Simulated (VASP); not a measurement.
# CaO in VASP: one cell, several levels of theory, part 2 of 2

The system is zincblende CaO, a generated structure that needn't be the ground state.

VASP 6.6.1, plane waves, PAW. The steps go on from the part before.

## 3. Single point with r2SCAN

INCAR

```
ENCUT = 520.000000
SIGMA = 0.010000
EDIFF = 1.00e-07
ALGO = Normal
METAGGA = R2SCAN
PREC = Accurate
IBRION = -1
ISIF = 2
ISMEAR = 0
NBANDS = 15
NELM = 120
NSW = 0
LASPH = .TRUE.
LCHARG = .FALSE.
LWAVE = .FALSE.
LREAL = .FALSE.
```

KPOINTS

```
KPOINTS created by Atomic Simulation Environment
0
Gamma
8 8 8
0 0 0
```

KPOINTS_OPT

```
special points
6
Reciprocal
0.0000000000 0.0000000000 0.0000000000 1
-0.5000000000 -0.5000000000 0.0000000000 1
-0.3750000000 -0.3750000000 0.2500000000 1
-0.3750000000 0.0000000000 0.3750000000 1
0.0000000000 0.0000000000 0.5000000000 1
-0.5000000000 -0.2500000000 0.2500000000 1
```

POSCAR

```
Ca O
 1.0000000000000000
     0.0000000000000000    2.7232526504000001    2.7232526504000001
     2.7232526504000001    0.0000000000000000    2.7232526504000001
     2.7232526504000001    2.7232526504000001    0.0000000000000000
 Ca  O
   1   1
Cartesian
  0.0000000000000000  0.0000000000000000  0.0000000000000000
  1.3616263252000000  1.3616263252000000  1.3616263252000000
```

Run with:

```sh
$ mpirun -np 1 vasp_std
```

Printed to the terminal (iteration lines stand in OSZICAR):

```text
POSCAR found type information on POSCAR CaO
 POSCAR found :  2 types and       2 ions
 -----------------------------------------------------------------------------
|                                                                             |
|                                                                             |
|     You enforced a specific xc type in the INCAR file but a different       |
|     I HOPE YOU KNOW WHAT YOU ARE DOING!                                     |
|                                                                             |
 -----------------------------------------------------------------------------

 LDA part: xc-table for (None), standard interpolation
 POSCAR, INCAR and KPOINTS ok, starting setup
 FFT: planning ... GRIDC
 FFT: planning ... GRID_SOFT
 FFT: planning ... GRID
 WAVECAR not read
 entering main loop
 Start KPOINTS_OPT (optional k-point list driver)
k-point batch [1-6\6]
```

OSZICAR:

```text
N       E                     dE             d eps       ncg     rms          rms(c)
DAV:   1     0.117946395525E+03    0.11795E+03   -0.82421E+03   870   0.106E+03
DAV:   2    -0.189051652544E+02   -0.13685E+03   -0.12602E+03  1108   0.282E+02
DAV:   3    -0.254241530696E+02   -0.65190E+01   -0.64615E+01  1073   0.637E+01
DAV:   4    -0.256859837584E+02   -0.26183E+00   -0.26164E+00  1257   0.108E+01
DAV:   5    -0.256869437691E+02   -0.96001E-03   -0.95999E-03  1066   0.799E-01    0.873E+00
DAV:   6    -0.185732394399E+02    0.71137E+01   -0.53209E+00  1206   0.255E+01    0.296E+00
DAV:   7    -0.187921668544E+02   -0.21893E+00   -0.76746E-01   898   0.587E+00    0.225E+00
DAV:   8    -0.188770013380E+02   -0.84834E-01   -0.39266E-01   940   0.605E+00    0.181E+00
DAV:   9    -0.188239569794E+02    0.53044E-01   -0.17928E-01  1038   0.363E+00    0.233E-01
DAV:  10    -0.188223569249E+02    0.16001E-02   -0.62679E-03   934   0.744E-01    0.869E-02
DAV:  11    -0.188230992217E+02   -0.74230E-03   -0.20801E-03   898   0.374E-01    0.112E-01
DAV:  12    -0.188228467845E+02    0.25244E-03   -0.88055E-04  1115   0.207E-01    0.187E-02
DAV:  13    -0.188228466042E+02    0.18030E-06   -0.30972E-05   919   0.578E-02    0.171E-02
DAV:  14    -0.188228443653E+02    0.22388E-05   -0.20932E-06  1264   0.119E-02    0.109E-02
DAV:  15    -0.188228423640E+02    0.20014E-05   -0.90173E-06   968   0.195E-02    0.274E-03
DAV:  16    -0.188228422802E+02    0.83773E-07   -0.34537E-07   990   0.521E-03
   1 F= -.18822842E+02 E0= -.18822842E+02  d E =-.295098E-44
       N       E                     dE             ncg
DAV:   1    -0.292980722908E+03   -0.35543E+04      180
DAV:   2    -0.103664204213E+04   -0.74366E+03      229
DAV:   3    -0.106727067995E+04   -0.30629E+02      201
DAV:   4    -0.106856061562E+04   -0.12899E+01      278
DAV:   5    -0.106856918324E+04   -0.85676E-02      208
DAV:   6    -0.106856939396E+04   -0.21072E-03      277
DAV:   7    -0.106856939558E+04   -0.16259E-05      208
DAV:   8    -0.106856939563E+04   -0.46125E-07      197
```

OUTCAR, selected sections:

```text
k-points           NKPTS =     29   k-points in BZ     NKDIM =     29   number of bands    NBANDS=     15

   NELECT =      16.0000    total number of electrons

   dimension x,y,z NGX =    30 NGY =   30 NGZ =   30
   dimension x,y,z NGXF=    60 NGYF=   60 NGZF=   60

  energy-cutoff  :      520.00
  volume of cell :       40.39
      direct lattice vectors                 reciprocal lattice vectors
     0.000000000  2.723252650  2.723252650    -0.183603971  0.183603971  0.183603971
     2.723252650  0.000000000  2.723252650     0.183603971 -0.183603971  0.183603971
     2.723252650  2.723252650  0.000000000     0.183603971  0.183603971 -0.183603971

 k-points in reciprocal lattice and weights: KPOINTS created by Atomic Simulation Env
   0.00000000  0.00000000  0.00000000       0.002
   0.12500000  0.00000000  0.00000000       0.016
   0.25000000  0.00000000  0.00000000       0.016
   0.37500000  0.00000000  0.00000000       0.016
   0.50000000  0.00000000  0.00000000       0.008
   0.12500000  0.12500000  0.00000000       0.012
   0.25000000  0.12500000  0.00000000       0.047
   0.37500000  0.12500000  0.00000000       0.047
[... 21 more k-points ...]

 E-fermi :  -0.2814

 k-point     1 :       0.0000    0.0000    0.0000
  band No.  band energies     occupation
      1     -39.5611      2.00000
      2     -19.6337      2.00000
      3     -19.6337      2.00000
      4     -19.6337      2.00000
      5     -15.9394      2.00000
      6      -0.7964      2.00000
      7      -0.7964      2.00000
      8      -0.7964      2.00000
      9       2.9050      0.00000
     10       7.7047      0.00000
     11       7.7047      0.00000
     12       9.0307      0.00000
     13       9.0307      0.00000
     14       9.0307      0.00000
     15      15.6976      0.00000

 k-point     2 :       0.1250    0.0000    0.0000
  band No.  band energies     occupation
      1     -39.5576      2.00000
      2     -19.7032      2.00000
      3     -19.6386      2.00000
      4     -19.6386      2.00000
      5     -15.8678      2.00000
      6      -0.9652      2.00000
      7      -0.7648      2.00000
      8      -0.7648      2.00000
      9       3.4101      0.00000
     10       7.5512      0.00000
     11       7.5512      0.00000
     12       8.8155      0.00000
     13       9.1609      0.00000
     14       9.1609      0.00000
     15      14.0860      0.00000

 k-point     3 :       0.2500    0.0000    0.0000
  band No.  band energies     occupation
      1     -39.5493      2.00000
      2     -19.8599      2.00000
      3     -19.6504      2.00000
      4     -19.6504      2.00000
      5     -15.7087      2.00000
      6      -1.2009      2.00000
      7      -0.6934      2.00000
      8      -0.6934      2.00000
      9       4.4855      0.00000
     10       7.3924      0.00000
     11       7.3924      0.00000
     12       8.3703      0.00000
     13       9.2376      0.00000
     14       9.2376      0.00000
     15      12.1902      0.00000

 k-point     4 :       0.3750    0.0000    0.0000
  band No.  band energies     occupation
      1     -39.5409      2.00000
      2     -20.0038      2.00000
      3     -19.6621      2.00000
      4     -19.6621      2.00000
      5     -15.5666      2.00000
      6      -1.2843      2.00000
      7      -0.6294      2.00000
      8      -0.6294      2.00000
      9       5.4181      0.00000
     10       7.4569      0.00000
     11       7.4569      0.00000
     12       7.9174      0.00000
     13       9.0583      0.00000
     14       9.0583      0.00000
     15      11.1771      0.00000

 k-point     5 :       0.5000    0.0000    0.0000
  band No.  band energies     occupation
      1     -39.5374      2.00000
      2     -20.0602      2.00000
      3     -19.6669      2.00000
      4     -19.6669      2.00000
      5     -15.5119      2.00000
      6      -1.2848      2.00000
      7      -0.6053      2.00000
      8      -0.6053      2.00000
      9       5.7684      0.00000
     10       7.5690      0.00000
     11       7.5690      0.00000
     12       7.6522      0.00000
     13       8.8899      0.00000
     14       8.8900      0.00000
     15      11.0489      0.00000

 k-point     6 :       0.1250    0.1250    0.0000
  band No.  band energies     occupation
      1     -39.5565      2.00000
      2     -19.7142      2.00000
      3     -19.6461      2.00000
      4     -19.6461      2.00000
      5     -15.8441      2.00000
      6      -1.0332      2.00000
      7      -0.7429      2.00000
      8      -0.7429      2.00000
      9       3.5728      0.00000
     10       7.1395      0.00000
     11       7.8232      0.00000
     12       9.0302      0.00000
     13       9.0748      0.00000
     14       9.0748      0.00000
     15      14.7071      0.00000

 k-point     7 :       0.2500    0.1250    0.0000
  band No.  band energies     occupation
      1     -39.5497      2.00000
      2     -19.8331      2.00000
      3     -19.6598      2.00000
      4     -19.6588      2.00000
      5     -15.7157      2.00000
      6      -1.2192      2.00000
      7      -0.6937      2.00000
      8      -0.6738      2.00000
      9       4.4305      0.00000
     10       6.7528      0.00000
     11       7.8296      0.00000
     12       8.6613      0.00000
     13       9.1273      0.00000
     14       9.2819      0.00000
     15      13.0768      0.00000

 k-point     8 :       0.3750    0.1250    0.0000
  band No.  band energies     occupation
      1     -39.5414      2.00000
      2     -19.9716      2.00000
      3     -19.6780      2.00000
      4     -19.6715      2.00000
      5     -15.5708      2.00000
      6      -1.2776      2.00000
      7      -0.6678      2.00000
      8      -0.6040      2.00000
      9       5.2720      0.00000
     10       6.6983      0.00000
     11       7.8070      0.00000
     12       8.3569      0.00000
     13       9.0145      0.00000
     14       9.3351      0.00000
     15      11.6739      0.00000

 k-point     9 :       0.5000    0.1250    0.0000
  band No.  band energies     occupation
      1     -39.5363      2.00000
      2     -20.0499      2.00000
      3     -19.6950      2.00000
      4     -19.6745      2.00000
      5     -15.4895      2.00000
      6      -1.2292      2.00000
      7      -0.6755      2.00000
      8      -0.5724      2.00000
      9       5.5560      0.00000
     10       6.9350      0.00000
     11       7.6710      0.00000
     12       8.2925      0.00000
     13       8.9387      0.00000
     14       9.2819      0.00000
     15      11.1608      0.00000

 k-point    10 :      -0.3750    0.1250    0.0000
  band No.  band energies     occupation
      1     -39.5374      2.00000
      2     -20.0315      2.00000
      3     -19.6990      2.00000
      4     -19.6670      2.00000
      5     -15.5074      2.00000
      6      -1.2198      2.00000
      7      -0.6874      2.00000
      8      -0.5909      2.00000
      9       5.5027      0.00000
     10       7.2122      0.00000
     11       7.3186      0.00000
     12       8.2500      0.00000
     13       9.1488      0.00000
     14       9.2053      0.00000
     15      11.2486      0.00000

 k-point    11 :      -0.2500    0.1250    0.0000
  band No.  band energies     occupation
      1     -39.5442      2.00000
      2     -19.9264      2.00000
      3     -19.6862      2.00000
      4     -19.6534      2.00000
      5     -15.6176      2.00000
      6      -1.2311      2.00000
      7      -0.6948      2.00000
      8      -0.6512      2.00000
      9       5.0197      0.00000
     10       7.0966      0.00000
     11       7.3641      0.00000
     12       8.3521      0.00000
     13       9.1826      0.00000
     14       9.3469      0.00000
     15      12.0151      0.00000

 k-point    12 :      -0.1250    0.1250    0.0000
  band No.  band energies     occupation
      1     -39.5525      2.00000
      2     -19.7899      2.00000
      3     -19.6610      2.00000
      4     -19.6416      2.00000
      5     -15.7680      2.00000
      6      -1.1258      2.00000
      7      -0.7244      2.00000
      8      -0.7232      2.00000
      9       4.0851      0.00000
     10       7.1998      0.00000
     11       7.5351      0.00000
     12       8.6729      0.00000
     13       9.1212      0.00000
     14       9.3345      0.00000
     15      13.3155      0.00000

[... the tables of k-points 13 to 29 left out ...]

  Total       -1.9486775     -1.9486775     -1.9486775      0.0000000      0.0000000      0.0000000
  in kB      -77.2959537    -77.2959537    -77.2959537      0.0000000      0.0000000      0.0000000
  external PRESSURE =     -77.2959537 kB  Pullay stress =       0.0000000 kB

 POSITION                                       TOTAL-FORCE (eV/Angst)
 -----------------------------------------------------------------------------------
      0.00000      0.00000      0.00000         0.000000      0.000000      0.000000
      1.36163      1.36163      1.36163        -0.000000     -0.000000     -0.000000
 -----------------------------------------------------------------------------------
    total drift:                                0.000000      0.000000      0.000000

  FREE ENERGIE OF THE ION-ELECTRON SYSTEM (eV)
  ---------------------------------------------------
  free  energy   TOTEN  =       -18.8228422802 eV

  energy  without entropy=      -18.8228422802  energy(sigma->0) =      -18.82284228
```

Hardware: 1 MPI rank of Intel Xeon Platinum 8488C, shared host.

The levels at the points of KPOINTS_OPT are read from vasprun.xml.

Band energies at the special points (eV, zero at the top of v, the last band that the electrons fill by count):

| point | v−1 | v | c | c+1 |
| --- | --- | --- | --- | --- |
| Γ | -0.42 | -0.42 | 3.28 | 8.08 |
| X | 0.00 | 0.00 | 5.07 | 6.77 |
| U | -0.26 | -0.06 | 5.19 | 6.87 |
| K | -0.26 | -0.06 | 5.19 | 6.87 |
| L | -0.23 | -0.23 | 6.15 | 7.95 |
| W | -0.46 | -0.01 | 5.13 | 6.64 |

The r2SCAN gap is 3.28 eV and indirect (X to Γ), with 3.70 eV as the least direct one. The pressure is -7.73 GPa; the forces vanish within 0.01 eV/Å.

## 4. Results

This closing draws on all 2 parts.

| level | gap (eV) | pressure (GPa) | Ansatz: gap (eV) | Ansatz: pressure (GPa) |
| --- | --- | --- | --- | --- |
| PBE | 2.88 | -6.58 | 2.89 | -6.83 |
| r2SCAN | 3.28 | -7.73 | 3.30 | -8.30 |

What this shows: The gap spans 2.88 eV (PBE) to 3.28 eV (r2SCAN). The pressure is highest with PBE (-6.6 GPa) and lowest with r2SCAN (-7.7 GPa), which orders the cells that they would relax to. The two programs agree on the gap within 0.03 eV, far less than the spread between functionals. Each program uses its own PAW datasets and cutoff.
